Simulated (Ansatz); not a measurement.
A plane-wave DFT run in Ansatz 0.2.0 (scalar-relativistic PAW potentials unless the input names others): input and command.

```yaml
crystal:
  lattice:
    - [0.0, 1.8239484984, 1.8148741278]
    - [1.8148741278, 0.0, 1.8148741278]
    - [1.8148741278, 1.8239484984, 0.0]
  atoms:
    - { symbol: Cu, position: [0.0, 0.0, 0.0] }
basis:
  ecutwfc: 420
kpoints:
  mp_grid: { grid: [28, 28, 28] }
hamiltonian:
  xc: pbe
scf:
  occupations: { method: methfessel_paxton, width: 5.0 }
  max_iter: 50
output:
  forces: true
  eigenvalues: true
  stress: true
```

```bash
ansatz run input.yaml --threads 1 --pin off --max-ram 2560MiB --backend cpu --events-out ev --progress --plain --runs-dir out
```

Abridged log:
```
Basis set: ecut = 420 eV, 259 PW (Γ), exchange–correlation on 36×36×36 points (8 copies of the dense FFT grid, shifted against one another)
Bands: 19, of which v1, the nominal top of the filled ones, is band 10 counted from 1 (9 counted from 0)
Symmetry: 16 space group operations
k-points: 1639 of 21952
SCF iter   1: F=—  HF=-6624.264920 eV  |F-HF|=—  |Δ(HF+E_count)|=         —  Δρ=5.69e-2  dr2=2.35e-1  ethr=1.77e-3  ⟨swp⟩=4.0  Hψ=129875  notcnv=0
SCF iter   2: F=—  HF=-6624.223893 eV  |F-HF|=—  |Δ(HF+E_count)|=   4.10e-2  S|Δr|=    0.00e0  Δρ=9.54e-3  dr2=7.78e-3  ethr=1.24e-3  ⟨swp⟩=1.0  Hψ=44253  notcnv=0
SCF iter   3: F=—  HF=-6624.223687 eV  |F-HF|=—  |Δ(HF+E_count)|=   2.06e-4  S|Δr|=    0.00e0  Δρ=3.50e-3  dr2=9.82e-4  ethr=4.09e-5  ⟨swp⟩=1.0  Hψ=30707  notcnv=0
SCF iter   4: F=—  HF=-6624.223728 eV  |F-HF|=—  |Δ(HF+E_count)|=   4.11e-5  S|Δr|=    0.00e0  Δρ=8.21e-5  dr2=1.53e-7  ethr=5.17e-6  ⟨swp⟩=1.0  Hψ=30723  notcnv=0
SCF iter   5: F=—  HF=-6624.223728 eV  |F-HF|=—  |Δ(HF+E_count)|=   1.16e-7  S|Δr|=    0.00e0  Δρ=1.01e-5  dr2=9.46e-9  ethr=5.26e-10  ⟨swp⟩=7.3  Hψ=153045  notcnv=0
SCF iter   6: F=-6624.223728 eV  HF=-6624.223728 eV  |F-HF|=5.00e-11  |Δ(HF+E_count)|=   2.21e-9  S|Δr|=    0.00e0  Δρ=8.70e-7  dr2=4.64e-11  ethr=4.98e-11  ⟨swp⟩=2.0  Hψ=88886  notcnv=0
SCF 1 converged in 6 iterations: F = -6624.223728 eV  dr2 = 4.64e-11
SCF converged after 6 iterations
Stability not checked: this state was not tested for a lower state beside it, because cold or Methfessel-Paxton smearing, or corrected tetrahedra, fill the levels in a way that the test cannot read (fill_not_monotonic; see scf.lower_state_search)
Free energy (F): -6624.223728 eV
Harris-Foulkes:  -6624.223728 eV  (|F-HF|=5.00e-11)
Internal energy: -6624.830254 eV  (E = F + TS)
E sigma→0 (E₀):  -6624.375359 eV
Entropy (-TS):   0.606526 eV (606.526 meV/atom)
Fermi energy:    17.163888 eV
--- Forces (eV/Å), atoms counted from 1 ---
  atom   1  Cu     0.00000000     0.00000000     0.00000000
--- Stress (GPa, compression-positive) ---
       -0.310630       0.000000       0.000000
        0.000000      -0.642893       0.000000
        0.000000       0.000000      -0.310630
  P = ⅓ Tr σ = -0.4214 GPa (-4.214 kbar)
```

**Question.** What should be changed?

**Answer.** The fault is a smearing of electronvolts (scf.occupations: {"method": "gaussian", "width": 0.15} → {"method": "methfessel_paxton", "width": 5.0}, the first being the value of the sound run). Setting it back cures it. The run converged all the same, with an energy at zero smearing 799 meV/atom above the reference's, pressure -0.42 GPa, largest force 0.000 eV/Å, no gap on the mesh, so convergence alone doesn't show that an input is right. A reference run from the same start on usual settings converged with pressure -0.72 GPa, largest force 0.000 eV/Å, no gap on the mesh.

It took 58 s on 1 thread of Intel(R) Xeon(R) Processor @ 2.50GHz (Skylake/Cascade Lake), with other jobs on the host, peak memory 0.64 GiB.